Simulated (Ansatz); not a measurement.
The system is SiC (Moissanite).

```
Si C
1.0
     3.07600    0.00000    0.00000
    -1.53800    2.66389    0.00000
     0.00000    0.00000    5.04800
Si C
2 2
Cartesian
  1.5380 0.8880 2.5240
  0.0000 1.7759 0.0000
  1.5380 0.8880 4.4675
  0.0000 1.7759 1.9435
```

```yaml
Program: Ansatz 0.2.0
Task: relaxation of cell and atoms
Functional: RPBE
Dispersion: D4
Potentials_or_basis: Ansatz PAW
Cutoff: "420 eV (not typed: the program's choice for these potentials)"
k_mesh: 10 × 10 × 5
Occupations: fermi-dirac, width 0.05 eV
Spin: no spin polarisation
```

At the start: volume 10.34 Å³/atom.

**Question.** Where does the relaxation end?

**Answer.** It ends after 6 steps and the volume is 10.19 Å³/atom (-1.5 %); space group P6_3mc (No. 186, to 0.05 Å).

The path:
```
step  energy change (eV)  largest force (eV/Å)  volume (Å³)
   1              0.0000                0.7394        41.36
   2             -0.0263                0.4486        41.05
   3             -0.0321                0.3078        40.53
   4             -0.0433                0.0002        40.75
   5             -0.0433                0.0002        40.75
   6             -0.0424                0.0003        40.75
```

Final structure:
```cif
data_structure
_symmetry_space_group_name_H-M 'P 1'
_symmetry_Int_Tables_number 1
_cell_length_a 3.0603
_cell_length_b 3.0603
_cell_length_c 5.0240
_cell_angle_alpha 90.000
_cell_angle_beta 90.000
_cell_angle_gamma 120.000
_cell_volume 40.75
loop_
_atom_site_label
_atom_site_type_symbol
_atom_site_fract_x
_atom_site_fract_y
_atom_site_fract_z
_atom_site_occupancy
Si1 Si 0.66667 0.33333 0.50468 1
Si2 Si 0.33333 0.66667 0.00468 1
C1 C 0.66667 0.33333 0.88032 1
C2 C 0.33333 0.66667 0.38032 1
```

Caveat: the plane-wave basis is chosen anew once the cell has moved, so the energies of steps on either side of that aren't comparable; the PAW data sets come from PBE, with cores solved anew for the run's functional, which leaves a small shift of forces and pressure.
